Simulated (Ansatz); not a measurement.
## Quadrupolar parameters in SiS₂

The cell is a structure deposited in the COD, whose atoms a relaxation with r2SCAN at fixed cell left in place.

Space group Ibam (No. 72); a = 5.5640, b = 9.5450, c = 5.5520 Å.

```csv
site,Wyckoff,site symmetry,x,y,z
Si,4a,222,0.0000,0.0000,0.7500
S,8j,..m,0.2088,0.1182,0.0000
```

One atom of each set is listed; the run and its k-mesh use a cell of 6 atoms with edges of 6.18, 6.18, 6.18 Å.

Method: Kohn–Sham DFT in Ansatz, r2SCAN, plane waves and PAW, scalar-relativistic, 500 eV cutoff, Γ-centred 8×8×8 k-points, Fermi–Dirac smearing 0.01 eV.

C_Q = eQV_zz/h, which is 24.18 MHz for Q = 1 b and V_zz = 10²¹ V/m²; η = (V_xx − V_yy)/V_zz.

³³S: I = 3/2, Q = -69.40 mb. Nuclear quadrupole moments: year-2017 set (Pyykkö).

**Question.** What field gradients does the calculation give at each kind of site?

**Answer.** 

```json
{"site": "Si", "atoms": "2", "first shell": "4 S at 2.13 Å", "V_zz (10²¹ V/m²)": "-0.58", "η": "0.38", "C_Q (MHz)": "–"}
{"site": "S", "atoms": "4", "first shell": "2 Si at 2.13 Å, angle 81°", "V_zz (10²¹ V/m²)": "-12.65", "η": "0.67", "C_Q (MHz)": "21.2"}
```

At S V_zz stands upright on the plane of its two bonds (within 1°).

Si has no stable isotope with a ground-state quadrupole moment in the table, so no C_Q is given.
